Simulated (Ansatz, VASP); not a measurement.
ZrSiO: VASP beside Ansatz

Contents of INCAR:

```
ALGO = Normal ; EDIFF = 1E-7
ENCUT = 520 ; GGA = PE
ISIF = 2 ; ISMEAR = -1
LASPH = True ; LCHARG = False
LREAL = False ; LWAVE = False
NBANDS = 31 ; NELM = 80
PREC = Accurate ; SIGMA = 0.05
```

File KPOINTS:

```
k-points
0
Gamma
  8 8 4
```

POSCAR

```
ZrSiO
1.0
    3.2522160851      0.0000000000      0.0000000000
    0.0000000000      3.2522160851      0.0000000000
    0.0000000000      0.0000000000      7.2017652354
Zr Si O
2 2 2
Direct
    0.5000000000      0.0000000000      0.3084100000
    0.0000000000      0.5000000000      0.6915900000
    0.0000000000      0.0000000000      0.0000000000
    0.5000000000      0.5000000000      0.0000000000
    0.5000000000      0.0000000000      0.6112940000
    0.0000000000      0.5000000000      0.3887060000
```

Contents of input.yaml:

```yaml
crystal:
  lattice:
    - [3.2522160851, 0.0, 0.0]
    - [0.0, 3.2522160851, 0.0]
    - [0.0, 0.0, 7.2017652354]
  atoms:
    - { symbol: Zr, position: [0.5, 0.0, 0.30841] }
    - { symbol: Zr, position: [0.0, 0.5, 0.69159] }
    - { symbol: Si, position: [0.0, 0.0, 0.0] }
    - { symbol: Si, position: [0.5, 0.5, 0.0] }
    - { symbol: O, position: [0.5, 0.0, 0.611294] }
    - { symbol: O, position: [0.0, 0.5, 0.388706] }
hamiltonian:
  xc: pbe
  pseudopotentials: { kind: paw }
kpoints:
  mp_grid: { grid: [8, 8, 4] }
scf:
  occupations: { method: fermi_dirac, width: 0.05 }
output:
  forces: true
  stress: true
  eigenvalues: true
  write_density: true
  write_potential: true
  elf: true
  volumetric_format: npy
```

The cell comes from a database or a generator and needn't be the stable form of this composition.

Alike in both runs: task single point; functional PBE; k mesh 8 × 8 × 4; occupations fermi-dirac, width 0.05 eV; no spin polarisation.

|  | VASP | Ansatz |
| --- | --- | --- |
| version | VASP 6.6.1 | Ansatz 0.2.0 |
| potentials or method | VASP PAW PBE potentials, release 64 (Zr_sv, Si, O) | Ansatz PAW |
| plane-wave cutoff (eV) | 520 | 420 |
| valence electrons in the cell | 44 | 44 |

VASP gave:

* gap on the k mesh at the Fermi level (eV): none
* pressure (GPa): 10.6
* largest component of the traceless stress (GPa): 0.54
* rms of the force components (eV/Å): 0.070

Q: Estimate Ansatz's values.

A: gap on the k mesh at the Fermi level (eV): none; pressure (GPa): 10.5; largest component of the traceless stress (GPa): 0.45; rms of the force components (eV/Å): 0.071.

Atom by atom the forces differ by 0.010 eV/Å (rms over components). A gap of «none» marks a metal or a gap that the smearing closes.

Caveats: the pressure holds a Pulay correction of +0.3 GPa for the finite cutoff (Ansatz).
